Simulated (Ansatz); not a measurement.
# BeTe: from a first guess to the relaxed rocksalt type

First guess:

```yaml
crystal:
  lattice:
    - [0.00000, 2.47236, 2.47236]
    - [2.47236, 0.00000, 2.47236]
    - [2.47236, 2.47236, 0.00000]
  atoms:
    - { symbol: Be, position: [0.00000, 0.00000, 0.00000] }
    - { symbol: Te, position: [0.50000, 0.50000, 0.50000] }
```

All numbers below come from Ansatz 0.2.0, DFT, PBE, PAW with Ansatz's default frozen-core files, scalar-relativistic.

Cell and atoms relax within the symmetry of the start on a 13×13×13 k mesh with 0.05 eV Fermi–Dirac smearing.

The start is built from a prototype, known or not as a phase of this compound; the cutoff is 420 eV.

No spin–orbit coupling, which matters for the heavy atoms here.

What is the pressure of the first guess?

26.6 GPa.

What does it relax to?

a = 5.360 Å, b = 5.360 Å, c = 5.360 Å, α = 90.00°, β = 90.00°, γ = 90.00° (conventional cell), 19.25 Å³ per atom:
Space group Fm-3m (No. 225). a = 5.360 Å, b = 5.360 Å, c = 5.360 Å, α = 90.00°, β = 90.00°, γ = 90.00°
| atom | site | symmetry | x | y | z |
| --- | --- | --- | --- | --- | --- |
| Be | 4a | m-3m | 0.0000 | 0.0000 | 0.0000 |
| Te | 4b | m-3m | 0.5000 | 0.0000 | 0.0000 |

How much energy does the relaxation release?

279 meV/atom.
